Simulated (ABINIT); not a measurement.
An input for ABINIT 10.8.3 (PbSe (Clausthalite)):

```
acell 3*1.0 Angstrom
rprim 
  -0.000000000000 3.060650000000 3.060650000000
  3.060650000000 0.000000000000 3.060650000000
  3.060650000000 3.060650000000 -0.000000000000
ntypat 2
znucl 82 34
natom 2
typat 1 2
xred 
  0.000000000000 0.000000000000 0.000000000000
  0.500000000000 0.500000000000 0.500000000000
pp_dirpath "pseudos"
pseudos "Pb.upf, Se.upf"
ecut 48
ngkpt 4 4 4
nshiftk 1
shiftk 0 0 0
kptopt 1
chksymbreak 0
istwfk *1
occopt 1
irdwfk 1
optdriver 4
nband 447
gwcalctyp 0
ecutsigx 48
symsigma 1
nkptgw 2
kptgw 
  0.5000000000 0.0000000000 0.0000000000
  0.0000000000 0.0000000000 0.0000000000
bdgw 
  21 26
  21 26
ecuteps 10.4
irdscr 1
ppmodel 1
indata_prefix "in"
outdata_prefix "out"
tmpdata_prefix "tmp"
```

```sh
OMP_NUM_THREADS=1 mpirun -n 8 abinit run.abi > log
```

Q: How long will it take on 8 MPI ranks of Intel Xeon Platinum 8488C (Sapphire Rapids), shared host, and how much memory?

It took 1.8 min; on shared hardware allow 54 s to 3.6 min. Peak host memory was 6.5 GiB.

[Paths, hosts, dates, memory and timing lines, banners, echoed tables and standing remarks are left out of the program output.]

[Logs are printed without paths, hosts, clocks, repeated set-up lines and the standing remarks that a program may print on its own settings, such as how far it seeks lower states.]

[Runs of the session that timed out or met a known fault of the program may be left out.]

[No measured gap is set beside runs whose start may be inverted or whose files or cutoffs have a known fault.]

[Hosts, paths, dates, database ids (printed as entryN), source tags and the programs' standing remarks are cut or masked in the printed files.]

[G0W0 gaps are taken among the corrected bands and points alone; a level outside them can change the order at an edge.]

[Where Ansatz stands beside ABINIT at settings called matched, ABINIT's density can come from a denser mesh and the files from another edition; pairs whose starting gaps differed by over 0.03 eV were left out, so agreement reads better than it is.]
